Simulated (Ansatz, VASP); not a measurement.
**Two plane-wave programs on CrO2**

```
Cr O
1.0
     4.44079    0.00000    0.00000
     0.00000    4.44079    0.00000
     0.00000    0.00000    2.92275
Cr O
2 4
Direct
  0.00000 0.00000 0.50000
  0.50000 0.50000 0.00000
  0.19679 0.19679 0.00000
  0.30321 0.69679 0.50000
  0.80321 0.80321 0.00000
  0.69679 0.30321 0.50000
```

Alike in both runs: functional PBE; k mesh 4 × 4 × 6; occupations gaussian, width 0.1 eV; collinear spin.

Ansatz relaxed the structure, and its values are those at the end. VASP's run is a single point on that final structure, the one shown.

```csv
,VASP,Ansatz
version,VASP 6.6.1,Ansatz 0.2.0
potentials or method,"VASP PAW PBE potentials, release 64 (Cr_pv, O)","scalar-relativistic, plane waves, PAW"
plane-wave cutoff (eV),520,420
valence electrons in the cell,48,52
```

Ansatz gave:

| Property | Result |
| --- | --- |
| gap on the k mesh at the Fermi level (eV) | none |
| pressure (GPa) | 0.2 |
| rms of the force components (eV/Å) | 0.021 |
| net moment per atom (μB) | 0.67 |
| size of the moment on the site where the two differ most (μB) | 1.75 |

Problem. What did VASP give for the same quantities?

Solution. gap on the k mesh at the Fermi level (eV): none; pressure (GPa): 0.8; rms of the force components (eV/Å): 0.011; net moment per atom (μB): 0.67; size of the moment on the site where the two differ most (μB): 2.10.

Site moments also hang on the region over which each program counts them. A gap of «none» marks a metal or a gap that the smearing closes. With one functional, cell and mesh, what is left measures potentials, basis and numerics. The two sets of potentials don't hold the same shells in valence.

Caveats: semilocal functionals often make such compounds metallic where correlation or magnetic order opens a gap, which also shifts bond lengths.
